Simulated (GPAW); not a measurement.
# Si (Fd-3m) in GPAW: notebook

One crystal, Si, is run at these levels: BP86, BP86+D3(BJ), AM05, optPBE-vdW, GLLB-SC; tasks: band structure, equation of state.

Everything below comes from runs of GPAW 26.7.0. Logs are shortened: lines on timing, memory, paths and dates and some standing lists are left out, and cuts for length are marked. The log counts tension as positive stress, the text compression.

**What was measured.**

“Dopant-enhanced solid phase epitaxy in buried amorphous silicon layers”, 2010, arxiv:1007.5372 quotes, for a bulk crystal of Si at 0 K: band gap 1.1692 eV.

The results are compared with them further down.

## Step 1: The structure

The structure is cubic, space group Fd-3m (No. 227). Conventional cell: a = 5.444 Å, b = 5.444 Å, c = 5.444 Å, α = 90.00°, β = 90.00°, γ = 90.00°. Si (site symmetry -43m) is surrounded by 4 Si at 2.36 Å.

## Step 2: Band structure, BP86

The input, run.py:

```python
import spglib
from ase import Atoms
from ase.dft.bandgap import bandgap
from ase.io import read, write
from ase.units import GPa
from gpaw import GPAW, PW, setup_paths

setup_paths.insert(0, '.')

atoms = read('Si.cif')
cell, positions, numbers = spglib.find_primitive(
    (atoms.cell[:], atoms.get_scaled_positions(), atoms.numbers), symprec=1e-4)
atoms = Atoms(numbers, cell=cell, scaled_positions=positions, pbc=True)

calc = GPAW(mode=PW(600),
            xc='GGA_X_B88+GGA_C_P86',
            kpts={'size': (8, 8, 8), 'gamma': True},
            occupations={'name': 'fermi-dirac', 'width': 0.05},
            nbands=11,
            convergence={'density': 1e-05, 'energy': 1e-05},
            maxiter=150,
            txt='gpaw.txt')
atoms.calc = calc
energy = atoms.get_potential_energy()
forces = atoms.get_forces()
stress = atoms.get_stress()
calc.write('gs.gpw')
write('result.traj', atoms)
print(f'Energy: {energy:.6f} eV')
print('Forces (eV/A):')
print(forces.round(4))
print('Stress (GPa):', (stress / GPa).round(3))
print('Fermi level:', round(calc.get_fermi_level(), 4), 'eV')
print(f'Gap: {bandgap(calc)[0]:.4f} eV, direct: {bandgap(calc, direct=True)[0]:.4f} eV')

path = atoms.cell.bandpath('GXWKGLUWLK,UX', npoints=100, eps=1e-4)
bs_calc = calc.fixed_density(kpts=path, symmetry='off', nbands=21,
                             convergence={'bands': 'CBM+6.0', 'eigenstates': 1e-6}, txt='bands.txt')
bs = bs_calc.band_structure()
bs.write('bs.json')
print(f'Gap on the path: {bandgap(bs_calc)[0]:.4f} eV')
```

The input, Si.cif:

```cif
data_Si
_cell_length_a 5.44370237
_cell_length_b 5.44370237
_cell_length_c 5.44370237
_cell_angle_alpha 90.00000000
_cell_angle_beta 90.00000000
_cell_angle_gamma 90.00000000
_space_group_name_H-M_alt 'Fd-3m'
_space_group_name_Hall 'F 4d 2 3 -1d'
_space_group_IT_number 227
loop_
_space_group_symop_operation_xyz
'x,y,z'
'-y+1/4,x+1/4,z+1/4'
'-x,-y+1/2,z+1/2'
'y+3/4,-x+1/4,z+3/4'
'x,-y,-z'
'-y+1/4,-x+3/4,-z+3/4'
'-x,y+1/2,-z+1/2'
'y+3/4,x+3/4,-z+1/4'
'z,x,y'
'z+1/4,-y+1/4,x+1/4'
'z+1/2,-x,-y+1/2'
'z+3/4,y+3/4,-x+1/4'
'-z,x,-y'
'-z+3/4,-y+1/4,-x+3/4'
'-z+1/2,-x,y+1/2'
'-z+1/4,y+3/4,x+3/4'
'y,z,x'
'x+1/4,z+1/4,-y+1/4'
'-y+1/2,z+1/2,-x'
'-x+1/4,z+3/4,y+3/4'
'-y,-z,x'
'-x+3/4,-z+3/4,-y+1/4'
'y+1/2,-z+1/2,-x'
'x+3/4,-z+1/4,y+3/4'
'-x+1/4,-y+1/4,-z+1/4'
'y,-x,-z'
'x+1/4,y+3/4,-z+3/4'
'-y+1/2,x,-z+1/2'
'-x+1/4,y+1/4,z+1/4'
'y,x+1/2,z+1/2'
'x+1/4,-y+3/4,z+3/4'
'-y+1/2,-x+1/2,z'
'-z+1/4,-x+1/4,-y+1/4'
'-z,y,-x'
'-z+3/4,x+1/4,y+3/4'
'-z+1/2,-y+1/2,x'
'z+1/4,-x+1/4,y+1/4'
'z+1/2,y,x+1/2'
'z+3/4,x+1/4,-y+3/4'
'z,-y+1/2,-x+1/2'
'-y+1/4,-z+1/4,-x+1/4'
[... 89 lines left out ...]
'-z+1/4,x+1/4,y+1/4'
'-z,-y+1/2,x+1/2'
'z+3/4,-x+1/4,y+3/4'
'z,y,x'
'z+1/4,x+1/4,-y+1/4'
'z+1/2,-y+1/2,-x'
'-y+3/4,-z+1/4,-x+3/4'
'-x+1/2,-z,y+1/2'
'y+1/4,-z+3/4,x+3/4'
'x+1/2,-z+1/2,-y'
'y+3/4,z+1/4,-x+3/4'
'x,z+1/2,y+1/2'
'-y+1/4,z+3/4,x+3/4'
'-x,z,-y'
'x+1/2,y+1/2,z'
'-y+3/4,x+3/4,z+1/4'
'-x+1/2,-y,z+1/2'
'y+1/4,-x+3/4,z+3/4'
'x+1/2,-y+1/2,-z'
'-y+3/4,-x+1/4,-z+3/4'
'-x+1/2,y,-z+1/2'
'y+1/4,x+1/4,-z+1/4'
'z+1/2,x+1/2,y'
'z+3/4,-y+3/4,x+1/4'
'z,-x+1/2,-y+1/2'
'z+1/4,y+1/4,-x+1/4'
'-z+1/2,x+1/2,-y'
'-z+1/4,-y+3/4,-x+3/4'
'-z,-x+1/2,y+1/2'
'-z+3/4,y+1/4,x+3/4'
'y+1/2,z+1/2,x'
'x+3/4,z+3/4,-y+1/4'
'-y,z,-x'
'-x+3/4,z+1/4,y+3/4'
'-y+1/2,-z+1/2,x'
'-x+1/4,-z+1/4,-y+1/4'
'y,-z,-x'
'x+1/4,-z+3/4,y+3/4'
'-x+3/4,-y+3/4,-z+1/4'
'y+1/2,-x+1/2,-z'
'x+3/4,y+1/4,-z+3/4'
'-y,x+1/2,-z+1/2'
'-x+3/4,y+3/4,z+1/4'
'y+1/2,x,z+1/2'
'x+3/4,-y+1/4,z+3/4'
'-y,-x,z'
'-z+3/4,-x+3/4,-y+1/4'
'-z+1/2,y+1/2,-x'
'-z+1/4,x+3/4,y+3/4'
'-z,-y,x'
'z+3/4,-x+3/4,y+1/4'
'z,y+1/2,x+1/2'
'z+1/4,x+3/4,-y+3/4'
'z+1/2,-y,-x+1/2'
'-y+3/4,-z+3/4,-x+1/4'
'-x+1/2,-z+1/2,y'
'y+1/4,-z+1/4,x+1/4'
'x+1/2,-z,-y+1/2'
'y+3/4,z+3/4,-x+1/4'
'x,z,y'
'-y+1/4,z+1/4,x+1/4'
'-x,z+1/2,-y+1/2'
loop_
_atom_site_label
_atom_site_type_symbol
_atom_site_symmetry_multiplicity
_atom_site_Wyckoff_symbol
_atom_site_fract_x
_atom_site_fract_y
_atom_site_fract_z
_atom_site_occupancy
Si1 Si 8 a 0.5000000000 0.0000000000 0.5000000000 1
```

Potentials or basis: PAW data sets generated in the run's folder for this functional, pw.

The run is started by

```console
$ gpaw-setup -f GGA_X_B88+GGA_C_P86 Si
$ OMP_NUM_THREADS=1 python run.py
```

gpaw.txt:

```text
__  _  _
 | _ |_)|_||  |
 |__||  | ||/\| - 26.7.0

Input parameters:
  mode=PW(ecut=600.0),
  convergence={'density': 1e-05, 'energy': 1e-05},
  kpts=MonkhorstPack(size=(8, 8, 8), gamma=True),
  maxiter=150,
  nbands=11,
  occupations=Occupations(name='fermi-dirac', width=0.05),
  xc=XC(name='GGA_X_B88+GGA_C_P86')

Diagonalizing LCAO Hamiltonian
Converting LCAO to pw mode

           Si

       Si

Atoms  # Å, Bohr magnetons
|   | symbol |        x |        y |        z |    initial magnetic moments |
|---|--------|----------|----------|----------|-----------------------------|
| 0 |     Si | 0.000000 | 0.000000 | 0.000000 | ( 0.0000,  0.0000,  0.0000) |
| 1 |     Si | 1.360926 | 1.360926 | 1.360926 | ( 0.0000,  0.0000,  0.0000) |

Unit cell  # Å
| periodic |        x |        y |        z |  lengths |    angles |
|----------|----------|----------|----------|----------|-----------|
|      yes | 0.000000 | 2.721851 | 2.721851 | 3.849279 | 60.000000 |
|      yes | 2.721851 | 0.000000 | 2.721851 | 3.849279 | 60.000000 |
|      yes | 2.721851 | 2.721851 | 0.000000 | 3.849279 | 60.000000 |

Number of symmetries: 24
Symmetry operations  # r_c * U_cc + t_c -> r_c
|    | kind |            matrix            |
|----|------|------------------------------|
|  0 |  E   |  1, 0, 0,  0, 1, 0,  0, 0, 1 |
|  1 |  σ   |  1, 0, 0,  0, 0, 1,  0, 1, 0 |
|  2 |  σ   |  1, 0,-1,  0, 1,-1,  0, 0,-1 |
|  3 |  C3  |  1, 0,-1,  0, 0,-1,  0, 1,-1 |
|  4 |  C3  |  1,-1, 0,  0,-1, 1,  0,-1, 0 |
|  5 |  σ   |  1,-1, 0,  0,-1, 0,  0,-1, 1 |
|  6 |  σ   |  0, 1, 0,  1, 0, 0,  0, 0, 1 |
|  7 |  C3  |  0, 1, 0,  0, 0, 1,  1, 0, 0 |
|  8 |  C2  |  0, 1,-1,  1, 0,-1,  0, 0,-1 |
|  9 |  S4  |  0, 1,-1,  0, 0,-1,  1, 0,-1 |
| 10 |  C3  |  0, 0, 1,  1, 0, 0,  0, 1, 0 |
| 11 |  σ   |  0, 0, 1,  0, 1, 0,  1, 0, 0 |
| 12 |  S4  |  0, 0,-1,  1, 0,-1,  0, 1,-1 |
| 13 |  C3  |  0, 0,-1,  0, 1,-1,  1, 0,-1 |
| 14 |  S4  |  0,-1, 1,  1,-1, 0,  0,-1, 0 |
| 15 |  C2  |  0,-1, 1,  0,-1, 0,  1,-1, 0 |
| 16 |  C3  |  0,-1, 0,  1,-1, 0,  0,-1, 1 |
| 17 |  S4  |  0,-1, 0,  0,-1, 1,  1,-1, 0 |
| 18 |  S4  | -1, 1, 0, -1, 0, 1, -1, 0, 0 |
| 19 |  C3  | -1, 1, 0, -1, 0, 0, -1, 0, 1 |
| 20 |  C3  | -1, 0, 1, -1, 1, 0, -1, 0, 0 |
| 21 |  S4  | -1, 0, 1, -1, 0, 0, -1, 1, 0 |
| 22 |  σ   | -1, 0, 0, -1, 1, 0, -1, 0, 1 |
| 23 |  C2  | -1, 0, 0, -1, 0, 1, -1, 1, 0 |

BZ-sampling:
  Number of BZ points: 512
  Number of IBZ points: 29

  Monkhorst-Pack size: [8, 8, 8]
  Monkhorst-Pack shift: [0.0625, 0.0625, 0.0625]

K-points  # in reciprocal-cell coordinates
|     |                                coordinates |     weight |
|-----|--------------------------------------------|------------|
|   0 | (  0.00000000,   0.00000000,   0.00000000) | 0.00195312 |
|   1 | (  0.12500000,   0.12500000,   0.00000000) | 0.01171875 |
|   2 | (  0.12500000,   0.12500000,   0.12500000) | 0.01562500 |
|   3 | (  0.25000000,   0.12500000,   0.12500000) | 0.02343750 |
|   4 | (  0.25000000,   0.25000000,   0.00000000) | 0.01171875 |
|   5 | (  0.25000000,   0.25000000,   0.12500000) | 0.04687500 |
|   6 | (  0.25000000,   0.25000000,   0.25000000) | 0.01562500 |
|   7 | (  0.37500000,   0.25000000,  -0.37500000) | 0.04687500 |
|   8 | (  0.37500000,   0.25000000,   0.12500000) | 0.04687500 |
|   9 | (  0.37500000,   0.25000000,   0.25000000) | 0.04687500 |
| ... |                                            |            |
|  28 | (  0.50000000,   0.50000000,   0.50000000) | 0.00781250 |

Plane wave coefficients: 1365
Cutoff: 600.0 eV

Spin-components: 1 (collinear spins)
Bands:           11
Projectors:      10
Spin-degeneracy: 2
Datatype:        complex128

Parallelization:
  kpt:    1
  domain: 1
  band:   1

Density:
  Valence electrons: 8.0
  Components: 1
  Grid points: [24 24 24]
  Charge: 0.0  # |e|

Potential:
  Grid points: [24 24 24]

species:
  Si:
    name:    Silicon
    Z:       14.0
    valence: 4
    core:    10
    charge:  0.0  # [|e|]
    compensation charges:
      type: gauss
      rc: 0.33  # [Å]
      lmax: 2
    cutoffs:
      filter: 1.86  # [Å]
      core: 2.06  # [Å]
    projectors
    | kind |    occ | energy [eV] | rcut [Å] |
    |------|--------|-------------|----------|
    |   3s |  2.000 |     -10.919 |    1.058 |
    |   3p |  2.000 |      -4.181 |    1.058 |
    |    s |        |      16.293 |    1.058 |
    |    p |        |      23.031 |    1.058 |
    |    d |        |       0.000 |    1.058 |

    Using partial waves for Si as LCAO basis

Reference energy: -15782.311433  # eV

eigensolver:
  PPCG
  Converge bands: occupied
  niter=2

density mixing:
  MSR1-Mixer
  Pratt-step length: 0.05
  Maximum mixing coefficient: 0.75
  Old densities: 10
  SVD Regularization: 0.005
  Good broyden scale: 1.0
  Trust region scale: 1.0
  Backstep threshold: 4.0
  History deletion threshold: 6.0
  Fourier metric: weight=20.0, sigma=0.015

occupation numbers:
  Fermi-Dirac:
    width: 0.0500  # eV

poisson solver:
  ecut: 4800.0  # eV

xc functional:
  name: GGA_X_B88+GGA_C_P86 with 2 nearest neighbor stencil

convergence criteria:
- Maximum integral of absolute [dens]ity change: 1e-05 electrons / valence electron
- Maximum [total energy] change in last 3 cyles: 1e-05 eV / valence electron
- Maximum integral of absolute [eigenst]ate change: 4e-08 eV^2 / valence electron
maximum number of iterations: 150

SCF iterations
|iter     | |      energy | eigst |  dens |
|---------|-|-------------|-------|-------|
|iter:   1| |  -10.497160 | -0.05 |       |
|iter:   2| |  -10.487581 | -2.46 | -0.80 |
|iter:   3| |  -10.392944 | -2.27 | -0.82 |
|iter:   4| |  -10.393039 | -3.21 | -1.45 |
|iter:   5| |  -10.393236 | -5.01 | -2.27 |
|iter:   6| |  -10.393243 | -6.59 | -3.23 |
|iter:   7| |  -10.393244c| -7.60c| -3.66 |
|iter:   8| |  -10.393244c| -8.55c| -5.08c|

Converged in 8 steps
Energy contributions relative to reference atoms: (reference = -15782.311433)

Energy contributions:
  Kinetic:          15.736653
  Coulomb:         -13.870019
  Zero:             -0.018161
  External:          0.000000
  Xc:              -12.241709
  Entropy:          -0.000016
  Spinorbit:         0.000000
  ----------------------------
  Free energy:     -10.393252
  Extrapolated:    -10.393244

dipole moment: (-14.767395, -14.767395, -14.767395)  # |e|*Ang

Fermi level: 5.505
Eigenvalues  # (at kpt = [0.000, 0.000, 0.000])
| band index |      eig [eV] | occ [0-2] |
|------------|---------------|-----------|
|          0 |        -6.710 |     2.000 |
|          1 |         5.185 |     1.997 |
|          2 |         5.185 |     1.997 |
|          3 |         5.185 |     1.997 |
|          4 |         7.788 |     0.000 |
|          5 |         7.788 |     0.000 |
|          6 |         7.788 |     0.000 |
|          7 |         8.442 |     0.000 |
|          8 |        12.958 |     0.000 |
|          9 |        12.958 |     0.000 |
|         10 |        13.191 |     0.000 |

Gap: 0.680 eV
Transition (v -> c):
  (s=0, k=0, n=3, [0.00, 0.00, 0.00]) -> (s=0, k=12, n=4, [0.38, 0.38, 0.00])
Direct/indirect transitions are different
Direct gap: 2.603 eV
Transition at: (s=0, k=0, n=3, [0.00, 0.00, 0.00])

Forces  # eV/Ang
|       x |        y |        z |
|---------|----------|----------|
| 0.00000 | -0.00000 | -0.00000 |  # Si   0
| 0.00000 |  0.00000 |  0.00000 |  # Si   1

Stress tensor  # eV/Ang^3
|         x |         y |         z |
|-----------|-----------|-----------|
| -0.013695 | -0.000000 | -0.000000 |
| -0.000000 | -0.013695 |  0.000000 |
| -0.000000 |  0.000000 | -0.013695 |

# Writing to gs.gpw (mode='')
```

Wall time 18 s (1 thread of Intel Xeon 6975P-C (Granite Rapids), shared host); peak memory 0.23 GiB.

Results:

* Free energy: -10.3933 eV
* Pressure: 2.2 GPa
* Band gap on the k mesh: 0.68 eV, indirect (least direct gap 2.60 eV)
* Band gap along the path: 0.64 eV, indirect (least direct gap 2.60 eV)

Levels at the corners of the path, in eV from the valence-band top:
| point | band 1 | band 2 | band 3 | band 4 | band 5 | band 6 | band 7 | band 8 | band 9 |
| --- | --- | --- | --- | --- | --- | --- | --- | --- | --- |
| Γ | -11.89 | 0.00 | 0.00 | 0.00 | 2.60 | 2.60 | 2.60 | 3.26 | 7.77 |
| X | -7.79 | -7.79 | -2.81 | -2.81 | 0.78 | 0.78 | 10.07 | 10.07 | 10.99 |
| W | -7.63 | -7.63 | -3.78 | -3.78 | 4.31 | 4.31 | 5.01 | 5.01 | 10.56 |
| K | -8.20 | -7.20 | -4.23 | -2.39 | 1.27 | 4.17 | 7.48 | 8.00 | 8.21 |
| Γ | -11.89 | 0.00 | 0.00 | 0.00 | 2.60 | 2.60 | 2.60 | 3.26 | 7.77 |
| L | -9.59 | -6.91 | -1.18 | -1.18 | 1.53 | 3.39 | 3.39 | 7.81 | 10.58 |
| U | -8.20 | -7.20 | -4.23 | -2.39 | 1.27 | 4.17 | 7.48 | 8.00 | 8.21 |
| W | -7.63 | -7.63 | -3.78 | -3.78 | 4.31 | 4.31 | 5.01 | 5.01 | 10.56 |
| L | -9.59 | -6.91 | -1.18 | -1.18 | 1.53 | 3.39 | 3.39 | 7.81 | 10.58 |
| K | -8.20 | -7.20 | -4.23 | -2.39 | 1.27 | 4.17 | 7.48 | 8.00 | 8.21 |
| U | -8.20 | -7.20 | -4.23 | -2.39 | 1.27 | 4.17 | 7.48 | 8.00 | 8.21 |
| X | -7.79 | -7.79 | -2.81 | -2.81 | 0.78 | 0.78 | 10.07 | 10.07 | 10.99 |

[end of part 1 of 3]
